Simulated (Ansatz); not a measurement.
Steps from a short run of molecular dynamics on a 2×2×2 supercell (24 atoms) of CaF2 (Fm-3m), relaxed with r2SCAN; forces from PBE in Ansatz, 2×2×2 mesh, Fermi-Dirac smearing of 0.020 eV, Langevin thermostat and barostat (NPT), set at 200 K. Computed, non-magnetic; the trajectory is short and the cell small, so nothing here is a converged average.

Question: At 40 fs the positions in Å are
```
cell (Å): 0.000 5.549 5.549; 5.549 0.000 5.549; 5.549 5.549 0.000
Ca  -0.031  -0.012   0.116
F    1.393   1.287   1.406
F    4.151   4.161   4.086
Ca   2.708   2.772   0.087
F    4.102   4.196   1.398
F    6.984   6.971   4.140
Ca   2.757   0.045   2.811
F    4.306   1.371   4.231
F    6.763   4.075   6.988
Ca   5.671   2.629   2.714
F    6.905   4.220   4.218
F    9.698   6.867   7.003
Ca  -0.032   2.795   2.816
F    1.398   4.200   4.265
F    4.105   6.936   6.930
Ca   2.729   5.503   2.780
F    4.162   7.039   4.127
F    7.023   9.655   7.025
Ca   2.918   2.805   5.525
F    4.129   4.249   6.839
F    7.074   7.052   9.720
Ca   5.585   5.609   5.475
F    6.843   6.807   6.902
F    9.680   9.774   9.714
```
What are the forces, and how far does the free energy (smearing included) lie above that of step 0, with the atoms on their sites?

Answer: 15.7 meV an atom; forces in eV/Å:
```
cell (Å), as above: 0.000 5.549 5.549; 5.549 0.000 5.549; 5.549 5.549 0.000
Ca   0.202  -0.289  -0.271
F   -0.220   0.305  -0.009
F    0.051  -0.035   0.041
Ca   0.258   0.159  -0.327
F    0.060  -0.269  -0.109
F    0.090   0.209   0.082
Ca   0.264  -0.433  -0.102
F   -0.175   0.165  -0.128
F    0.618   0.142  -0.044
Ca  -0.425   0.696   0.383
F    0.110  -0.065  -0.036
F   -0.103   0.440  -0.167
Ca  -0.228   0.069   0.121
F   -0.090  -0.010  -0.140
F    0.181   0.235   0.148
Ca   0.178   0.081   0.244
F    0.166  -0.328   0.287
F   -0.336  -0.239  -0.103
Ca  -0.300   0.148   0.044
F    0.105  -0.283   0.215
F   -0.371  -0.405  -0.200
Ca  -0.640  -0.379  -0.046
F    0.505   0.193   0.110
F    0.099  -0.108   0.009
```

Question: At 56 fs the positions in Å are
```
cell (Å): 0.000 5.579 5.579; 5.579 0.000 5.579; 5.579 5.579 0.000
Ca  -0.033  -0.030   0.137
F    1.358   1.287   1.409
F    4.160   4.165   4.103
Ca   2.700   2.813   0.118
F    4.076   4.232   1.367
F    7.105   7.065   4.171
Ca   2.800   0.010   2.840
F    4.384   1.398   4.327
F    6.880   4.077   7.069
Ca   5.693   2.630   2.720
F    6.945   4.256   4.290
F    9.724   6.933   7.042
Ca  -0.080   2.851   2.832
F    1.424   4.205   4.298
F    4.165   7.008   6.979
Ca   2.744   5.513   2.820
F    4.241   7.051   4.190
F    7.046   9.659   7.091
Ca   2.972   2.836   5.543
F    4.143   4.277   6.870
F    7.045   7.100   9.756
Ca   5.549   5.588   5.478
F    6.952   6.837   6.899
F    9.750   9.816   9.840
```
What are the forces, and how far does the free energy (smearing included) lie above that of step 0, with the atoms on their sites?

Answer: 18.0 meV an atom; forces in eV/Å:
```
cell (Å), as above: 0.000 5.579 5.579; 5.579 0.000 5.579; 5.579 5.579 0.000
Ca   0.164  -0.149  -0.198
F    0.078   0.169   0.083
F    0.231   0.094  -0.024
Ca   0.197  -0.069  -0.365
F    0.220  -0.201   0.171
F   -0.088  -0.119  -0.160
Ca  -0.114   0.005   0.035
F   -0.291   0.042  -0.414
F    0.091   0.127  -0.002
Ca  -0.211   0.440   0.208
F    0.134  -0.047  -0.168
F    0.077   0.385   0.075
Ca   0.193  -0.254   0.238
F   -0.174   0.223  -0.085
F   -0.043  -0.015   0.226
Ca   0.020   0.287  -0.074
F   -0.073  -0.273   0.135
F   -0.194   0.026  -0.029
Ca  -0.743  -0.382   0.056
F    0.263  -0.116   0.379
F    0.179  -0.383  -0.071
Ca   0.115   0.262   0.194
F   -0.001   0.036   0.216
F   -0.029  -0.088  -0.423
```

Question: At 60 fs the positions in Å are
```
cell (Å): 0.000 5.580 5.580; 5.580 0.000 5.580; 5.580 5.580 0.000
Ca  -0.033  -0.038   0.144
F    1.341   1.287   1.408
F    4.162   4.161   4.110
Ca   2.696   2.821   0.126
F    4.067   4.231   1.360
F    7.123   7.078   4.177
Ca   2.813   0.002   2.844
F    4.393   1.405   4.342
F    6.911   4.089   7.076
Ca   5.687   2.636   2.718
F    6.953   4.259   4.296
F    9.723   6.942   7.040
Ca  -0.088   2.861   2.836
F    1.428   4.209   4.299
F    4.177   7.018   6.988
Ca   2.750   5.513   2.826
F    4.255   7.045   4.210
F    7.042   9.645   7.101
Ca   2.977   2.846   5.543
F    4.145   4.280   6.872
F    7.032   7.097   9.756
Ca   5.535   5.581   5.470
F    6.972   6.831   6.894
F    9.753   9.818   9.858
```
What are the forces, and how far does the free energy (smearing included) lie above that of step 0, with the atoms on their sites?

Answer: 20.3 meV an atom; forces in eV/Å:
```
cell (Å), as above: 0.000 5.580 5.580; 5.580 0.000 5.580; 5.580 5.580 0.000
Ca   0.144  -0.072  -0.223
F    0.167   0.155   0.124
F    0.263   0.135  -0.079
Ca   0.164  -0.130  -0.394
F    0.300  -0.167   0.250
F   -0.115  -0.162  -0.241
Ca  -0.212   0.108   0.090
F   -0.314   0.010  -0.461
F   -0.090   0.036   0.053
Ca  -0.132   0.317   0.222
F    0.111  -0.037  -0.186
F    0.113   0.373   0.167
Ca   0.299  -0.305   0.217
F   -0.196   0.232  -0.059
F   -0.114  -0.076   0.222
Ca  -0.052   0.356  -0.153
F   -0.121  -0.221   0.039
F   -0.145   0.122  -0.054
Ca  -0.824  -0.553   0.076
F    0.289  -0.084   0.426
F    0.280  -0.349  -0.054
Ca   0.317   0.357   0.280
F   -0.106   0.057   0.248
F   -0.027  -0.102  -0.511
```

Question: At 68 fs the positions in Å are
```
cell (Å): 0.000 5.578 5.578; 5.578 0.000 5.578; 5.578 5.578 0.000
Ca  -0.033  -0.043   0.157
F    1.312   1.286   1.404
F    4.164   4.154   4.123
Ca   2.685   2.827   0.145
F    4.050   4.207   1.347
F    7.146   7.092   4.181
Ca   2.837  -0.013   2.842
F    4.390   1.423   4.362
F    6.955   4.110   7.078
Ca   5.669   2.648   2.718
F    6.968   4.250   4.295
F    9.715   6.969   7.033
Ca  -0.097   2.868   2.852
F    1.437   4.209   4.292
F    4.189   7.025   7.007
Ca   2.753   5.513   2.827
F    4.285   7.026   4.259
F    7.026   9.612   7.111
Ca   2.971   2.861   5.532
F    4.147   4.282   6.878
F    7.006   7.072   9.754
Ca   5.516   5.562   5.458
F    7.004   6.819   6.889
F    9.760   9.810   9.879
```
What are the forces, and how far does the free energy (smearing included) lie above that of step 0, with the atoms on their sites?

Answer: 25.1 meV an atom; forces in eV/Å:
```
cell (Å), as above: 0.000 5.578 5.578; 5.578 0.000 5.578; 5.578 5.578 0.000
Ca   0.081   0.010  -0.310
F    0.315   0.160   0.213
F    0.314   0.226  -0.204
Ca   0.132  -0.252  -0.481
F    0.459  -0.004   0.411
F   -0.177  -0.239  -0.353
Ca  -0.337   0.241   0.200
F   -0.294  -0.089  -0.516
F   -0.380  -0.106   0.140
Ca  -0.013   0.120   0.280
F    0.051  -0.004  -0.188
F    0.172   0.264   0.336
Ca   0.444  -0.342   0.151
F   -0.242   0.251  -0.014
F   -0.214  -0.179   0.198
Ca  -0.135   0.434  -0.229
F   -0.251  -0.091  -0.184
F   -0.057   0.300  -0.124
Ca  -0.881  -0.768   0.186
F    0.296  -0.054   0.456
F    0.401  -0.279  -0.039
Ca   0.626   0.419   0.451
F   -0.271   0.088   0.259
F   -0.040  -0.108  -0.639
```
